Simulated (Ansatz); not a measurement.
# Binding across the interface in graphene/h-GaN/graphene sandwich (62 atoms), part 3 of 3

How much energy holds the two parts of graphene/h-GaN/graphene sandwich (62 atoms) together, how does it fall off with distance, and how much does it hang on the functional?

Ansatz 0.2.0; Kohn-Sham DFT, LDA, PAW (set soft_2), plane waves.

So far. Step 3 (Relaxation): The relaxation converged after 4 steps, 0.303 eV below its start, with a largest force component of 0.025 eV/Å. Step 6 (The upper part alone): The whole (-40230.148 eV) less the lower (-34398.753 eV) and the upper part (-5830.837 eV) leaves -0.558 eV.

## (7) Upper part moved by +0.3 Å

Moving the upper part rigidly maps the well in which it sits.

Contents of input.yaml:

```yaml
crystal:
  lattice:
    - [8.5073, 0.0, 0.0]
    - [-4.25365, 7.36754, 0.0]
    - [0.0, 0.0, 22.96]
  atoms:
    - { symbol: C, position: [0.16707, 0.66668, 0.35183] }
    - { symbol: C, position: [0.1671, 0.49993, 0.35158] }
    - { symbol: C, position: [0.33385, 7.0e-05, 0.35137] }
    - { symbol: C, position: [0.3339, 0.83349, 0.35199] }
    - { symbol: C, position: [0.16715, 0.16676, 0.35073] }
    - { symbol: C, position: [0.16718, 3.0e-05, 0.35098] }
    [... 50 atom lines left out ...]
    - { symbol: C, position: [0.58098, 0.49661, 0.66224] }
    - { symbol: C, position: [0.58095, 0.32986, 0.6621] }
    - { symbol: C, position: [0.74754, 0.82982, 0.6629] }
    - { symbol: C, position: [0.74747, 0.66323, 0.66278] }
    - { symbol: C, position: [0.74769, 0.32986, 0.66266] }
    - { symbol: C, position: [0.7476, 0.16318, 0.66281] }
kpoints:
  mp_grid: { grid: [3, 3, 1] }
hamiltonian:
  xc: lda
scf:
  occupations: { method: gaussian, width: 0.05 }
output:
  forces: true
  eigenvalues: true
```

The run is started by

```sh
ansatz run input.yaml --threads 4 --pin off --max-ram 15872MiB --backend cpu --events-out ev --progress --plain --runs-dir out
```

Numbers of over 12 decimals in the logs are rounded to 6 here.

Log:

```text
[...]
Crystal: 62 atoms, lattice volume = 1439.084 Å³
Basis set: ecut = 420 eV, 28187 PW (Γ)
Bands: 221, of which v1, the nominal top of the filled ones, is band 159 counted from 1 (158 counted from 0)
Symmetry: 1 space group operations
[...]
k-points: 5 of 9 (time reversal used)
[...]
SCF iter   1: F=—  HF=-40230.211972 eV  |F-HF|=—  |Δ(HF+E_count)|=         —  Δρ=6.37e-3  dr2=1.40e0  ethr=1.77e-3  ⟨swp⟩=6.2  Hψ=5033  notcnv=0  defer=152
[...]
SCF iter   4: F=—  HF=-40230.093681 eV  |F-HF|=—  |Δ(HF+E_count)|=   6.10e-2  Δρ=2.15e-3  dr2=8.13e-1  ethr=4.41e-4  ⟨swp⟩=2.0  Hψ=1068  notcnv=0  defer=66
automatic band count: iteration 4 solves 184 bands in place of 221: the levels show a gap, and the empty bands left out lie too high to hold charge; the band table lists the bands solved (type scf.n_extra_bands for more)
SCF iter   5: F=—  HF=-40230.078734 eV  |F-HF|=—  |Δ(HF+E_count)|=   1.49e-2  Δρ=1.26e-3  dr2=3.80e-1  ethr=2.56e-4  ⟨swp⟩=1.0  Hψ=842  notcnv=0  defer=66
[...]
SCF iter  12: F=-40230.070790 eV  HF=-40230.070790 eV  |F-HF|=4.99e-8  |Δ(HF+E_count)|=   3.70e-8  Δρ=1.11e-6  dr2=5.40e-8  ethr=3.14e-11  ⟨swp⟩=22.4  Hψ=7382  notcnv=0
SCF 1 converged in 12 iterations: F = -40230.070790 eV  dr2 = 5.40e-8
[...]
SCF converged after 12 iterations
Free energy (F): -40230.070790 eV
[...]
Internal energy: -40230.046439 eV  (E = F + TS)
E sigma→0 (E₀):  -40230.058614 eV
Entropy (-TS):   -0.024351 eV (-0.393 meV/atom)
Fermi energy:    0.364009 eV
[...]
--- Forces (eV/Å), atoms counted from 1 ---
  atom   1  C      0.01079834    -0.01094623    -0.00258064
  atom   2  C     -0.00125273     0.01065992     0.00111936
  atom   3  C     -0.00115675     0.00874127     0.00085925
  atom   4  C      0.00616911     0.00466886     0.00013254
  atom   5  C      0.00503911    -0.00632745     0.00504349
  atom   6  C     -0.00028061     0.01668285    -0.00066033
  atom   7  C     -0.00444366     0.00809838     0.00275616
  atom   8  C      0.00135081    -0.01120859     0.00111275
  atom   9  C     -0.00124915    -0.00966513     0.00119210
  atom  10  C     -0.01295216     0.00432213    -0.00133026
  atom  11  C      0.00456593    -0.01406352     0.00183033
  atom  12  C     -0.00623806     0.00071095     0.00230058
  atom  13  C      0.01529743     0.01007948    -0.00358040
  atom  14  C     -0.00111311     0.00530176     0.00253654
[...]
atom  61  C     -0.02259689    -0.00429619    -0.01669784
  atom  62  C     -0.00101227     0.00286998    -0.02735098
  max |Σ_I F_I| component: 4.01e-3 eV/Å
--- Band table (eV; the first three rows and the last of 5) ---
[...]
```

The job ended after 77 s (4 threads of Arm Neoverse V1, shared host; peak memory 5.4 GiB; 5.1 min of CPU time).

Upper part moved by +0.3 Å: the energy stands 0.0772 eV above that of the reference.

## (8) Upper part moved by -0.3 Å

Another point of the curve.

Input and log are left out; they have the form of those shown for this kind of step.

Elapsed: 86 s, on 4 threads of Arm Neoverse V1, shared host; peak memory 5.3 GiB.

Upper part moved by -0.3 Å: the energy stands 0.173 eV above that of the reference.

## (9) Upper part moved by +0.8 Å

Another point of the curve.

Input and log are left out; they have the form of those shown for this kind of step.

Run time: 77 s. Hardware: 4 threads of Arm Neoverse V1, shared host; peak memory 5.4 GiB; 5 min of CPU time.

Upper part moved by +0.8 Å: the energy stands 0.291 eV above that of the reference.

## (10) Upper part moved by +1.6 Å

Another point of the curve.

Input and log are left out; they have the form of those shown for this kind of step.

It took 97 s on 4 threads of Arm Neoverse V1, shared host; peak memory 5.4 GiB.

Upper part moved by +1.6 Å: the energy stands 0.484 eV above that of the reference.

## (11) Upper part moved by +3 Å

Another point of the curve.

Input and log are left out; they have the form of those shown for this kind of step.

The job ended after 1.8 min (4 threads of Arm Neoverse V1, shared host; peak memory 5.4 GiB; 7.1 min of CPU time).

Upper part moved by +3 Å: the energy stands 0.550 eV above that of the reference.

## (12) Whole cell, revPBE+D3(BJ)

The three cells are solved again with another functional, at the same geometry, to see how much of the binding hangs on it.

This step: Kohn-Sham DFT, revPBE+D3(BJ), PAW (set soft_2), plane waves.

input.yaml, the sections that differ from step 7:

```yaml
crystal:
  lattice:
    - [8.5073, 0.0, 0.0]
    - [-4.25365, 7.36754, 0.0]
    - [0.0, 0.0, 22.96]
  atoms:
    [... the 62 atom lines of step 4 ...]
hamiltonian:
  xc: revpbe
  dispersion: d3bj
output:
  forces: true
# kpoints, scf: as in step 7
```

Log:

```text
[...]
Crystal: 62 atoms, lattice volume = 1439.084 Å³
Basis set: ecut = 420 eV, 28187 PW (Γ), exchange–correlation on 120×120×320 points (8 copies of the dense FFT grid, shifted against one another)
Bands: 221, of which v1, the nominal top of the filled ones, is band 159 counted from 1 (158 counted from 0)
Symmetry: 1 space group operations
[...]
k-points: 5 of 9 (time reversal used)
[...]
SCF iter   1: F=—  HF=-41312.918457 eV  |F-HF|=—  |Δ(HF+E_count)|=         —  Δρ=3.30e-3  dr2=2.06e-1  ethr=1.77e-3  ⟨swp⟩=6.4  Hψ=5034  notcnv=0  defer=166
[...]
SCF iter  11: F=—  HF=-41312.896971 eV  |F-HF|=—  |Δ(HF+E_count)|=   4.29e-8  Δρ=3.75e-6  dr2=3.24e-7  ethr=9.17e-10  ⟨swp⟩=2.0  Hψ=1562  notcnv=0  defer=266
SCF iter  12: F=-41312.896971 eV  HF=-41312.896971 eV  |F-HF|=2.63e-7  |Δ(HF+E_count)|=   6.21e-7  Δρ=1.54e-6  dr2=3.58e-8  ethr=3.14e-11  ⟨swp⟩=4.0  Hψ=3254  notcnv=0
SCF 1 converged in 12 iterations: F = -41312.896971 eV  dr2 = 3.58e-8
[...]
SCF converged after 12 iterations
Free energy (F): -41312.896971 eV
[...]
Internal energy: -41312.872833 eV  (E = F + TS)
E sigma→0 (E₀):  -41312.884902 eV
Entropy (-TS):   -0.024139 eV (-0.389 meV/atom)
Fermi energy:    0.747984 eV
[...]
Σ components = -41312.896971   (vs F -41312.896971, Δ=0.00e0)
--- Forces (eV/Å), atoms counted from 1 ---
  atom   1  C      0.00914847    -0.00784856     0.02168876
  atom   2  C      0.00212594     0.01014526     0.01158416
  atom   3  C      0.00440885     0.01072250     0.01716397
  atom   4  C      0.00515748     0.00268017     0.01021999
[...]
atom  62  C      0.01023911    -0.00437480    -0.01447470
  max |Σ_I F_I| component: 1.80e-6 eV/Å
```

Elapsed: 64 s, on 4 threads; peak memory 5.5 GiB.

## (13) Lower part, revPBE+D3(BJ)

A part alone at that level.

input.yaml, as its differences from that of step 12:

```diff
@@ -6,3 +6,3 @@
   atoms:
-    [... the 62 atom lines of step 4 ...]
+    [... the 38 atom lines of step 5 ...]
 kpoints:
```

Log:

```text
[...]
Crystal: 38 atoms, lattice volume = 1439.084 Å³
Basis set: ecut = 420 eV, 28187 PW (Γ), exchange–correlation on 120×120×320 points (8 copies of the dense FFT grid, shifted against one another)
Bands: 149, of which v1, the nominal top of the filled ones, is band 111 counted from 1 (110 counted from 0)
Symmetry: 1 space group operations
[...]
k-points: 5 of 9 (time reversal used)
[...]
SCF iter   1: F=—  HF=-35260.902325 eV  |F-HF|=—  |Δ(HF+E_count)|=         —  Δρ=2.48e-3  dr2=1.27e-1  ethr=1.77e-3  ⟨swp⟩=6.4  Hψ=3342  notcnv=0  defer=70
[...]
SCF iter  12: F=—  HF=-35260.889386 eV  |F-HF|=—  |Δ(HF+E_count)|=   3.12e-7  Δρ=2.24e-6  dr2=1.05e-7  ethr=2.89e-10  ⟨swp⟩=2.0  Hψ=1107  notcnv=0  defer=157
SCF iter  13: F=-35260.889387 eV  HF=-35260.889387 eV  |F-HF|=9.79e-8  |Δ(HF+E_count)|=   5.40e-7  Δρ=4.36e-7  dr2=3.85e-9  ethr=4.50e-11  ⟨swp⟩=4.0  Hψ=2147  notcnv=0
SCF 1 converged in 13 iterations: F = -35260.889387 eV  dr2 = 3.85e-9
[...]
SCF converged after 13 iterations
Free energy (F): -35260.889387 eV
[...]
Internal energy: -35260.877216 eV  (E = F + TS)
E sigma→0 (E₀):  -35260.883302 eV
Entropy (-TS):   -0.012171 eV (-0.320 meV/atom)
Fermi energy:    -1.016897 eV
[...]
Σ components = -35260.889387   (vs F -35260.889387, Δ=0.00e0)
--- Forces (eV/Å), atoms counted from 1 ---
  atom   1  C      0.00903208    -0.00795301     0.01879800
  atom   2  C      0.00157262     0.00952182     0.00785861
  atom   3  C      0.00543298     0.00995735     0.01400797
  atom   4  C      0.00497236     0.00352433     0.00669833
[...]
atom  38  N      0.00004658    -0.00282731     0.00614675
  max |Σ_I F_I| component: 7.54e-6 eV/Å
```

The job ended after 43 s (4 threads; peak memory 3.9 GiB).

## (14) Upper part, revPBE+D3(BJ)

A part alone at that level.

input.yaml, as its differences from that of step 13:

```diff
@@ -6,3 +6,3 @@
   atoms:
-    [... the 38 atom lines of step 5 ...]
+    [... the 24 atom lines of step 6 ...]
 kpoints:
```

Log:

```text
[...]
Crystal: 24 atoms, lattice volume = 1439.084 Å³
Basis set: ecut = 420 eV, 28187 PW (Γ), exchange–correlation on 120×120×320 points (8 copies of the dense FFT grid, shifted against one another)
Bands: 72, of which v1, the nominal top of the filled ones, is band 48 counted from 1 (47 counted from 0)
Symmetry: 1 space group operations
[...]
k-points: 5 of 9 (time reversal used)
[...]
SCF iter   1: F=—  HF=-6050.208571 eV  |F-HF|=—  |Δ(HF+E_count)|=         —  Δρ=1.63e-3  dr2=3.23e-2  ethr=1.77e-3  ⟨swp⟩=17.6  Hψ=2846  notcnv=0  defer=53
[...]
SCF iter   5: F=—  HF=-6050.208301 eV  |F-HF|=—  |Δ(HF+E_count)|=   2.01e-4  Δρ=7.43e-6  dr2=1.05e-6  ethr=5.94e-9  ⟨swp⟩=2.0  Hψ=519  notcnv=0  defer=89
SCF iter   6: F=-6050.208302 eV  HF=-6050.208302 eV  |F-HF|=4.91e-7  |Δ(HF+E_count)|=   9.58e-7  Δρ=1.52e-6  dr2=2.90e-8  ethr=1.04e-10  ⟨swp⟩=3.6  Hψ=1342  notcnv=0
SCF 1 converged in 6 iterations: F = -6050.208302 eV  dr2 = 2.90e-8
[...]
SCF converged after 6 iterations
Free energy (F): -6050.208302 eV
[...]
Internal energy: -6050.195865 eV  (E = F + TS)
E sigma→0 (E₀):  -6050.202084 eV
Entropy (-TS):   -0.012438 eV (-0.518 meV/atom)
Fermi energy:    -2.448458 eV
[...]
Σ components = -6050.208302   (vs F -6050.208302, Δ=0.00e0)
--- Forces (eV/Å), atoms counted from 1 ---
  atom   1  C     -0.02852394     0.01685358     0.00358872
  atom   2  C      0.00373314    -0.00052413    -0.03504896
  atom   3  C     -0.01791134     0.05337480     0.00346892
  atom   4  C      0.02871517    -0.01471838    -0.00699607
[...]
atom  24  C     -0.00827770     0.02246991    -0.01429061
  max |Σ_I F_I| component: 2.23e-4 eV/Å
```

Elapsed: 14 s, on 4 threads; peak memory 2.1 GiB; 54 s of CPU time.

At this level the whole less its parts is -1.799 eV.

## (15) Interaction energy

Whole cell less its two parts, each frozen at the geometry of the whole and solved in the same cell with the same functional, so that energy zeros cancel. The upper part is 'layer 3' and the lower part 'layer 1 and layer 2'. The nearest atoms of the two parts stand 3.41 Å apart. The face is 62.68 Å².

```
   functional  interaction energy (eV)  of it, the added dispersion term (eV)  per area (meV/Å²)  per area (J/m²)  per atom of the upper part (meV)
          LDA                   -0.558                                      -               -8.9            -0.14                             -23.3
revPBE+D3(BJ)                   -1.799                                 -2.569              -28.7            -0.46                             -75.0
```

## (16) Energy against separation

The upper part is moved rigidly along the normal from its place in the reference.

```
shift (Å)  energy change (eV)  per area (meV/Å²)  share of the binding lost (%)
     -0.3               0.173               2.76                              -
     +0.0               0.000               0.00                              -
     +0.3               0.077               1.23                             14
     +0.8               0.291               4.64                             52
     +1.6               0.484               7.71                             87
     +3.0               0.550               8.78                             99
```

## (17) Levels of whole and parts

```
      cell  level spacing (eV)  vacuum level at the upper face, over the highest filled level, or over E_F where no gap is given (eV)  moment (μB)
     whole                   -                                                                                                   4.56      no spin
lower part                   -                                                                                                      -      no spin
upper part                   -                                                                                                   4.52      no spin
```

A dash marks a cell without a clear gap, or without a flat potential in the vacuum.

## (18) Outcome

The parts bind with 8.9 meV/Å² (0.558 eV for the cell) at the level LDA. LDA holds no long-range dispersion, so what binding it gives comes from the overlap of the layers' densities and dies out faster with distance than real dispersion. At this one geometry the functionals range from -28.7 (revPBE+D3(BJ)) to -8.9 meV/Å² (LDA). The curvature over ±0.3 Å is 0.71×10²⁰ N/m³, and the energy rises faster on the near side. At +3.0 Å, 99 % of the binding is lost.

**Limits.** The parts are frozen, so the energy of their deformation isn't counted. No correction is made for dipoles across the vacuum, and the parts also feel their periodic images through it. The reference functional has no dispersion term, which matters for the binding between molecules or layers, where LDA binds through overlap of densities alone.

The DFT runs together took 17 min of wall time.

[Logs are printed without paths, hosts, clocks, repeated set-up lines and the standing remarks that a program may print on its own settings, such as how far it seeks lower states.]

[Hosts, paths, dates, database ids (printed as entryN), source tags and the programs' standing remarks are cut or masked in the printed files.]
